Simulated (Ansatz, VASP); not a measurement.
## HC60N3 in two plane-wave programs

Aim: how closely do two programs agree when they are given the same cell, functional and k mesh? The cell is taken from a series of runs on this material, whose earlier steps may have relaxed, scaled, displaced or heated it; both programs get it as it stands.

Main program and level: Ansatz 0.2.0; plane waves, with VASP 6.6.1 beside it; single point at HSE06.

## (1) Set-up

The cell holds 64 atoms: 60 C, 3 N and 1 H. Its edges and angles: a = 7.143 Å, b = 7.143 Å, c = 7.143 Å, α = 90.0°, β = 90.0°, γ = 90.0°. It derives from C (C (Fd-3m)). Nearest the centre at fractional (0.357, 0.357, 0.393): H64 at 0.65 Å, N62 at 1.64 Å, N63 at 1.64 Å, N61 at 1.64 Å, C45 at 1.87 Å, C12 at 2.34 Å, C13 at 2.34 Å, C4 at 2.34 Å.

## (2) VASP: single point, HSE06

With cell and atoms fixed, the geometry can't cause a difference; cores, projectors, grids and the points listed under the comparison can.

Lines of VASP's logs that name or quote its potential files are left out, and so is its time.

The run reads the wave functions of an earlier VASP run, which isn't shown here.

Contents of INCAR:

```
SYSTEM = HC60N3
PREC = Accurate
ENCUT = 520
EDIFF = 1E-06
NELM = 100
ISMEAR = -1
SIGMA = 0.01
LREAL = Auto
ALGO = Normal
LHFCALC = .TRUE.
AEXX = 0.25
GGA = PE
HFSCREEN = 0.208
LASPH = .TRUE.
NBANDS = 172
PRECFOCK = Fast
LORBIT = 11
LWAVE = .FALSE.
LCHARG = .FALSE.
ISIF = 2
```

Contents of POSCAR:

```
HC60N3
1.0
    7.1431635109      0.0000000000      0.0000000000
    0.0000000000      7.1431635109      0.0000000000
    0.0000000000      0.0000000000      7.1431635109
C N H
60 3 1
Direct
    0.9984390491      0.9981895074      0.2502772582
    0.9984272248      0.2496383416      0.9985477533
    0.2498860978      0.9981755927      0.9985487661
    0.1258373795      0.1255865826      0.3690910747
    0.1252756676      0.3689811003      0.1253227950
    0.3692320777      0.1250219347      0.1253228646
    0.0004131446      0.0001616805      0.7494439152
    0.0029331313      0.2522929727      0.4973118821
    0.2525445052      0.0026816233      0.4973118786
    0.2525439818      0.2522924796      0.7469254653
    0.1252671610      0.1250171329      0.8729518192
    0.1258331872      0.3805120867      0.6240223290
    0.3807640614      0.1255831002      0.6240217326
    0.3748698189      0.3746183702      0.8749329409
    0.0024161873      0.4970612128      0.2525453366
    0.9998757288      0.7489486839      0.0006577896
    0.2510177769      0.4980179852      0.0015377985
    0.2510166532      0.7480696509      0.2515878866
    0.1252739083      0.6242829983      0.3806245085
    0.1243394310      0.8732704818      0.1255964286
    0.3764675891      0.6255917984      0.1240143606
    0.3748695589      0.8746718873      0.3749872731
    0.9984402287      0.4993282347      0.7514171684
    0.9984262992      0.7510579418      0.4999664711
    0.2498864084      0.7510548846      0.7514286530
    0.1243397348      0.6240096872      0.8763366888
    0.1252670154      0.8766536014      0.6245873501
    0.3692288484      0.6242805822      0.6245804981
    0.3747784087      0.8745916484      0.8750115134
    0.4973132572      0.0021655319      0.2525464024
    0.4982680776      0.2507659744      0.0015387632
    0.7492002014      0.9996258383      0.0006571592
    0.7483211978      0.2507652635      0.2515888023
    0.6245336619      0.1250234791      0.3806266309
    0.6258388031      0.3762162751      0.1240178836
    0.8735226990      0.1240903153      0.1255945526
    0.8749227293      0.3746183208      0.3749875359
    0.4995782458      0.9981905136      0.7514162166
    0.7513062406      0.9981739100      0.4999675006
    0.7513069082      0.2496342221      0.7514289155
    0.6242607640      0.1240887991      0.8763366481
    0.6245340953      0.3689779742      0.6245833341
    0.8769051347      0.1250147709      0.6245871580
    0.8748400203      0.3745296783      0.8750128589
    0.5087271949      0.5084792951      0.2411271060
    0.4987476090      0.7506402548      0.9989648383
    0.7508862530      0.4984970465      0.9989681884
    0.7508829385      0.7506315445      0.2511031142
    0.6258378131      0.6255868275      0.3733884459
    0.6242328793      0.8759176605      0.1256215136
    0.8761673241      0.6239805299      0.1256220763
    0.8748383889      0.8745888822      0.3750720466
    0.4973119845      0.4970595025      0.7474379596
    0.4982679688      0.7480685836      0.4988404650
    0.7483211468      0.4980171359      0.4988411861
    0.7492007246      0.7489486187      0.7499794051
    0.6242330769      0.6239831125      0.8736856364
    0.6242613420      0.8732703006      0.6255177772
    0.8735233537      0.6240121050      0.6255160163
    0.8746745967      0.8744236868      0.8751819298
    0.2374285132      0.2371776151      0.2372308199
    0.2374228172      0.5123661253      0.5124265140
    0.5126153423      0.2371769868      0.5124260447
    0.4100015183      0.4097658226      0.3398307748
```

Contents of KPOINTS:

```
Automatic mesh
0
Gamma
1 1 1
0 0 0
```

PAW data sets: C, N and H (PBE family, release 64).

Started as:

```sh
> export OMP_NUM_THREADS=4
> mpirun -np 1 vasp_gam
```

Output:

```text
[banner, memory and clock lines left out]
running    1 mpi-ranks, on    1 nodes
[...]
Offloading initialized ...    1 GPUs detected
[...]
LDA part: xc-table for (Slater+PW92), standard interpolation
 found WAVECAR, reading the header
 POSCAR, INCAR and KPOINTS ok, starting setup
[...]
reading WAVECAR
 the WAVECAR file was read successfully
 initial charge from wavefunction
 entering main loop
       N       E                     dE             d eps       ncg     rms          rms(c)
DAV:   1    -0.658911607790E+03   -0.65891E+03   -0.86726E+00   368   0.794E+00    0.408E+00
DAV:   2    -0.658937985084E+03   -0.26377E-01   -0.17711E-01   392   0.107E+00    0.248E+00
DAV:   3    -0.658918797329E+03    0.19188E-01   -0.17834E-02   400   0.361E-01    0.135E+00
DAV:   4    -0.658913638890E+03    0.51584E-02   -0.64829E-03   400   0.209E-01    0.709E-01
[...]
DAV:   9    -0.658911636991E+03    0.98846E-05   -0.52977E-06   392   0.707E-03    0.338E-02
DAV:  10    -0.658911634627E+03    0.23647E-05   -0.14780E-06   232   0.376E-03    0.188E-02
DAV:  11    -0.658911634295E+03    0.33198E-06   -0.50085E-07   216   0.235E-03
   1 F= -.65891163E+03 E0= -.65891163E+03  d E =-.329014E-15
```

Parts of OUTCAR (step 2):

```text
  Total      -18.0671666    -18.0765625    -18.0629853     -2.9075389      2.8983291      2.9011101
  in kB      -79.4198125    -79.4611152    -79.4014322    -12.7809853     12.7405008     12.7527256
  external PRESSURE =     -79.4274533 kB  Pullay stress =       0.0000000 kB

 POSITION                                       TOTAL-FORCE (eV/Angst)
 -----------------------------------------------------------------------------------
      7.13201      7.13023      1.78777        -0.001812      0.003558      0.005091
      7.13193      1.78321      7.13279         0.000595     -0.006608      0.002557
      1.78498      7.13013      7.13280        -0.007737      0.002426      0.001554
      0.89888      0.89709      2.63648        -0.050521     -0.054325      0.034726
      0.89486      2.63569      0.89520        -0.019137      0.061855     -0.029711
      2.63749      0.89305      0.89520         0.061535     -0.016431     -0.026248
      0.00295      0.00115      5.35340        -0.006393     -0.004910      0.010108
      0.02095      1.80217      3.55238         0.013428     -0.010245      0.004778
      1.80397      0.01916      3.55238        -0.008397      0.012776      0.005308
      1.80396      1.80217      5.33541        -0.003727     -0.003816     -0.006414
      0.89480      0.89302      6.23564         0.002324      0.003276      0.002151
      0.89885      2.71806      4.45749        -0.054090     -0.039063      0.046821
      2.71986      0.89706      4.45749        -0.038955     -0.052333      0.045138
      2.67776      2.67596      6.24979         0.004420      0.003292      0.018044
[...]
-----------------------------------------------------------------------------------
    total drift:                               -0.038522     -0.040325     -0.060048

  FREE ENERGIE OF THE ION-ELECTRON SYSTEM (eV)
  ---------------------------------------------------
  free  energy   TOTEN  =      -658.9116342945 eV

  energy  without entropy=     -658.9116342945  energy(sigma->0) =     -658.91163429

[... 2 further parts left out ...]
```

The run ends at a pressure of -7.94 GPa, with forces up to 3.7 eV/Å.

(Part 1 of 2 ends here.)

[Lines on the potential files, build, host, timing and source positions are cut from VASP's logs without a mark.]

[Logs are printed without paths, hosts, clocks, repeated set-up lines and the standing remarks that a program may print on its own settings, such as how far it seeks lower states.]

[Hosts, paths, dates, database ids (printed as entryN), source tags and the programs' standing remarks are cut or masked in the printed files.]
